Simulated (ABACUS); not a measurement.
**NbP under changes of volume**

One of the cells (16.103 Å³/atom); the others are scaled copies at fixed shape and fractional positions:

```xyz
4
Lattice="-1.6749 1.6749 5.7401 1.6749 -1.6749 5.7401 1.6749 1.6749 -5.7401" Properties=species:S:1:pos:R:3 pbc="T T T"
Nb    1.6749    0.0000    2.8687
Nb    0.0000    0.0000    5.7387
P     0.0000    1.6749    3.8200
P     0.0000    0.0000    0.9500
```

The cell is a database's computed one.

| Property | Result |
| --- | --- |
| Program | ABACUS 3.10.1 |
| Functional | PBE |
| Potentials or basis | PseudoDojo NC FR 0.4 PBE standard |
| Cutoff | 1361 eV |
| Density cutoff | 5442 eV |
| Basis | DZP LCAO (the cutoffs set its grid) |
| k mesh | 7 × 7 × 7 |
| Occupations | fermi-dirac, width 0.05 eV |
| Spin | spin-orbit coupling, no magnetisation |

| volume (Å³/atom) | energy over the lowest point (meV/atom) | pressure (GPa) | largest force (eV/Å) |
| --- | --- | --- | --- |
| 15.137 | 38.67 | 13.4 | 0.052 |
| 15.459 | 16.76 | 8.5 | 0.043 |
| 15.781 | 4.18 | 4.1 | 0.034 |
| 16.103 | 0.00 | 0.1 | 0.027 |
| 16.425 | 3.36 | -3.4 | 0.019 |
| 16.747 | 13.50 | -6.6 | 0.013 |
| 17.069 | ? | ? | ? |

Question: What does the run at 17.069 Å³/atom give?

Answer: Energy over the lowest point 29.74 meV/atom; pressure -9.5 GPa; largest force 0.007 eV/Å.

Worked out: A Birch-Murnaghan fit of order 3 (a polynomial in V^(-2/3)) to the other rows has its minimum at 16.12 Å³/atom with B0 = V·E''(V) = 187 GPa and B' = 4.3 at fixed shape and positions, which overstates the stiffness. It gives 29.74 meV/atom at 17.069 Å³/atom, against the run's 29.74, and -dE/dV = -9.5 GPa, against -9.5.

Energies are extrapolated to zero smearing.

Caveats: some runs use coarse meshes; the atomic orbitals were generated for these runs and aren't a published set; the basis of atomic orbitals isn't converged, which shifts pressures, moduli and gaps.
